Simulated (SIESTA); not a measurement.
Se:

```
CELL_PARAMETERS angstrom
4.36620 0.00000 0.00000
-2.18310 3.78124 0.00000
0.00000 0.00000 4.95360
ATOMIC_POSITIONS crystal
Se 0.77460 0.77460 0.00000
Se 0.00000 0.22540 0.66667
Se 0.22540 0.00000 0.33333
```

| Item | Value |
| --- | --- |
| Program | SIESTA 5.4.2 |
| Task | single point |
| Functional | PBE |
| Potentials or basis | PseudoDojo 0.4 standard (PBE files) |
| Basis | DZP (energy shift 0.003 Ry; two zetas on semicore shells) |
| Grid cutoff | 500 Ry |
| Energy shift | 0.003 Ry |
| k mesh | 7 × 7 × 6 |
| Occupations | fermi-dirac, width 0.05 eV |
| Spin | no spin polarisation |

On this cell: pressure 6.9 GPa; largest force 1.615 eV/Å; band gap on the k mesh 1.06 eV, indirect (least direct gap 1.33 eV).

The same run follows on a disturbed copy (atoms moved at random, drawn with an rms of 0.05 Å):

```
Se
1.0
     4.36620    0.00000    0.00000
    -2.18310    3.78124    0.00000
     0.00000    0.00000    4.95360
Se
3
Direct
  0.77894 0.77804 0.00263
  0.00918 0.23606 0.65783
  0.22781 0.00178 0.32738
```

Q: What does the disturbed cell give?

A: The energy moves by -1.3 meV/atom; pressure 6.7 GPa; largest force 1.802 eV/Å; band gap on the k mesh 0.91 eV, indirect (least direct gap 1.18 eV).

Forces on the atoms (eV/Å):
```
Se  -0.970 -1.201 -0.647
Se  -0.813  1.091  0.421
Se   1.784  0.110  0.229
```

Stress tensor (GPa, compression positive):
```
 5.82  0.27  0.66
 0.27  4.24  1.73
 0.66  1.73 10.02
```

Caveats: an odd mesh through Γ misses points on the zone boundary, where band edges often lie; the basis of atomic orbitals isn't converged, which shifts pressures, moduli and gaps; forces of over 1 eV/Å show positions far from the minimum, so gaps and moduli don't describe the material at rest (some runs).
